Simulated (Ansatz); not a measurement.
Input, command and steps of an Ansatz relaxation.

```yaml
crystal:
  lattice:
    - [3.5213208989, 0.0, 0.0]
    - [-1.7606604495, 3.0495533533, 0.0]
    - [0.0, 0.0, 11.5821621851]
  atoms:
    - { symbol: Na, position: [0.0, 0.0, 0.0] }
    - { symbol: Na, position: [0.3333333333, 0.6666666667, 0.25] }
    - { symbol: Na, position: [0.0, 0.0, 0.5] }
    - { symbol: Na, position: [0.6666666667, 0.3333333333, 0.75] }
basis:
  ecutwfc: 420
kpoints:
  mp_grid: { grid: [12, 12, 4] }
hamiltonian:
  xc: pbe
  dispersion: d3bj
scf:
  occupations: { method: gaussian, width: 0.1 }
output:
  forces: true
  stress: true
  eigenvalues: true
relax:
  adjacent_minimum: "off"
  f_tol: 0.01
  max_steps: 60
  cell: { stress_tol: 0.1 }
```

```bash
ansatz run input.yaml --threads 1 --pin off --max-ram 2560MiB --backend cpu --events-out ev --progress --plain --runs-dir out
```

These are results of DFT PBE+D3(BJ), scalar-relativistic, plane waves, PAW (Ansatz), not measurements.

Of 4 frames 3 are shown, positions in Å and forces in eV/Å; the SCF threshold varies from step to step. Steps run on the plane waves of an earlier cell, with a Pulay correction in the pressure. The basis is chosen afresh for the last frame, the zero of the energies, and at times for earlier ones too; energy and pressure step there, also at an unchanged geometry.

```xyz
4
Lattice="3.5213 0.0000 0.0000 -1.7607 3.0496 0.0000 0.0000 0.0000 11.5822" Properties=species:S:1:pos:R:3:forces:R:3 pbc="T T T" step=1 free_energy_over_end_meV_per_atom=8.01 pressure_GPa=0.93
Na    0.0000    0.0000    0.0000    0.0000    0.0000    0.0000
Na    0.0000    2.0330    2.8955    0.0000    0.0000    0.0000
Na    0.0000    0.0000    5.7911    0.0000    0.0000    0.0000
Na    1.7607    1.0165    8.6866    0.0000    0.0000    0.0000
4
Lattice="3.5546 0.0000 0.0000 -1.7773 3.0784 0.0000 0.0000 0.0000 11.6523" Properties=species:S:1:pos:R:3:forces:R:3 pbc="T T T" step=2 free_energy_over_end_meV_per_atom=4.09 pressure_GPa=0.64
Na    0.0000    0.0000    0.0000    0.0000    0.0000    0.0000
Na    0.0000    2.0523    2.9131    0.0000    0.0000    0.0000
Na    0.0000    0.0000    5.8261    0.0000    0.0000    0.0000
Na    1.7773    1.0261    8.7392    0.0000    0.0000    0.0000
4
Lattice="3.6328 0.0000 0.0000 -1.8164 3.1461 0.0000 0.0000 0.0000 11.8164" Properties=species:S:1:pos:R:3:forces:R:3 pbc="T T T" step=4 free_energy_over_end_meV_per_atom=0.00 pressure_GPa=0.06
Na    0.0000    0.0000    0.0000    0.0000    0.0000    0.0000
Na    0.0000    2.0974    2.9541    0.0000    0.0000    0.0000
Na    0.0000    0.0000    5.9082    0.0000    0.0000    0.0000
Na    1.8164    1.0487    8.8623    0.0000    0.0000    0.0000
```

The run took 24 s on 1 thread of Arm Neoverse V1 (shared host), peak memory 0.42 GiB.